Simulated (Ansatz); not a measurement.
Starting cell, BeO (wurtzite):

```xyz
4
Lattice="2.6905 0.0000 0.0000 -1.3452 2.3300 0.0000 0.0000 0.0000 4.3699" Properties=species:S:1:pos:R:3 pbc="T T T"
Be     1.3452     0.7767     0.0063
Be     0.0000     1.5534     2.1913
O      1.3452     0.7767     2.7257
O      0.0000     1.5534     0.5408
```

In each cell atom 3 (O, nearest neighbour Be at 1.643 Å; its periodic images, 2.7 Å or more away, move with it) moves by s·(0.000, 0.000, 1.000) (along Cartesian z), the rest being held.

Method: r2SCAN (plane waves to 500 eV, PAW, scalar-relativistic; Ansatz, a quantum-chemistry and plane-wave program). k mesh 11×11×6 (Γ-centred), Fermi-Dirac smearing 0.05 eV. Energies are smeared free energies. BeO was relaxed with its symmetry unable to fall. ΔE is measured from the undisplaced structure.

```csv
s (Å),ΔE (meV/cell)
-0.330,893
-0.264,596
-0.198,351
-0.132,164
-0.066,43
0.000,0
0.066,49
0.132,209
0.198,507
0.264,withheld
0.330,1670
```

Problem. Fit a polynomial form (powers 2, 3, 4) to the given rows and predict ΔE at s = 0.264.

Solution. Least squares on the 10 given rows: ΔE = (10540)·s² + (10750)·s³ + (11310)·s⁴, in meV/cell with s in Å; root-mean-square residual 3.2 meV/cell. At 0.264 the fit gives 987 meV/cell; the calculation gives 978 meV/cell, so the interpolation is off by 9 (+0.9 %). The quadratic term alone would give 735 meV/cell.

(For displaced atoms, the force is minus the slope of the energy, and its curvature is a force constant, which sets phonon frequencies.)
